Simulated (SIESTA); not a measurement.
**Te2Mo under changes of volume**

One of the cells (45.397 Å³/atom); the others are scaled copies at fixed shape and fractional positions:

```xyz
6
Lattice="3.5604 0.0000 0.0000 -1.7802 3.0834 0.0000 0.0000 0.0000 24.8113" Properties=species:S:1:pos:R:3 pbc="T T T"
Te    0.0000    2.0556    5.5488
Te    1.7802    1.0278   22.8420
Te    1.7802    1.0278   19.2625
Te    0.0000    2.0556    1.9693
Mo    1.7802    1.0278    3.7599
Mo    0.0000    2.0556   21.0513
```

- Program: SIESTA 5.4.2
- Functional: PBEsol
- Potentials or basis: PseudoDojo 0.4 standard (PBEsol files)
- Basis: DZP (energy shift 0.003 Ry; two zetas on semicore shells)
- Grid cutoff: 800 Ry
- Energy shift: 0.003 Ry
- k mesh: 7 × 7 × 2
- Occupations: fermi-dirac, width 0.05 eV
- Spin: no spin polarisation

| volume (Å³/atom) | energy over the lowest point (meV/atom) | gap on the mesh (eV) | largest force (eV/Å) |
| --- | --- | --- | --- |
| 42.673 | 31.81 | 1.38 | 1.447 |
| 43.581 | 13.46 | 1.35 | 1.068 |
| 44.489 | 3.11 | 1.32 | 0.728 |
| 45.397 | 0.00 | 1.29 | 0.423 |
| 46.305 | ? | ? | ? |
| 47.213 | 12.38 | 1.24 | 0.240 |
| 48.120 | 26.79 | 1.21 | 0.481 |

Task: What does the run at 46.305 Å³/atom give?

Result: Energy over the lowest point 3.28 meV/atom; gap on the mesh 1.27 eV; largest force 0.124 eV/Å.

Worked out: A Birch-Murnaghan fit of order 3 (a polynomial in V^(-2/3)) to the other rows has its minimum at 45.37 Å³/atom with B0 = V·E''(V) = 57 GPa and B' = 4.2 at fixed shape and positions, which overstates the stiffness. It gives 3.27 meV/atom at 46.305 Å³/atom, against the run's 3.28. A straight line through the other rows of the gap, of slope -1.4 eV per unit of ln V, gives 1.26 eV, against the run's 1.27.

Energies are extrapolated to zero smearing.

Caveats: spin-orbit coupling is left out, which moves the levels of the heavy elements; the basis of atomic orbitals isn't converged, which shifts pressures, moduli and gaps.

A mesh can miss the band edges.
